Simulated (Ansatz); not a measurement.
# Strength of the C–C bond: C5H12 → C4H9 + CH3

Species: C5H12 (isopentane) `CCC(C)C`, singlet; C4H9 (2-butyl radical) `C[CH]CC`, doublet; CH3 (methyl radical) `[CH3]`, doublet. 

Shapes, held fixed at every level: PBE0-D4/def2-TZVP. Flexible molecules stand in one conformer, not always the lowest. Programs: Ansatz 0.2.0. Electronic energies: no zero-point or thermal term.

| level | kind | ΔE (kJ/mol) | less CCSD(T)/CBS estimate |
| --- | --- | --- | --- |
| HF/def2-TZVPP | Hartree–Fock | +254.6 | -142.3 |
| SPW92/def2-TZVPP | LDA | +455.0 | +58.1 |
| PBE-D4/def2-TZVPP | GGA | +382.4 | -14.5 |
| B3LYP-D4/def2-TZVPP | global hybrid | +367.5 | -29.4 |
| wB97M-V/def2-TZVPP | range-separated hybrid | +394.3 | -2.6 |
| B2PLYP/def2-TZVPP | double hybrid | +371.8 | -25.1 |
| CCSD(T)/def2-SVP | coupled cluster or CI | +391.7 | -5.2 |
| CCSD(T)/CBS estimate | coupled cluster or CI | +396.9 | 0.0 |

The highest level, CCSD(T)/CBS estimate, gives ΔE = +396.9 kJ/mol; the levels span +254.6 to +455.0. The column of differences is taken from that level and isn't an error. Hartree–Fock misses the correlation of the pair that is broken and comes out low. No measured value is set beside it here. Open shells run unrestricted unless RO is named. The CBS estimate extrapolates MP2 from def2-TZVPP and def2-QZVPP and adds CCSD(T) − MP2 in the triple-zeta set, cores frozen.
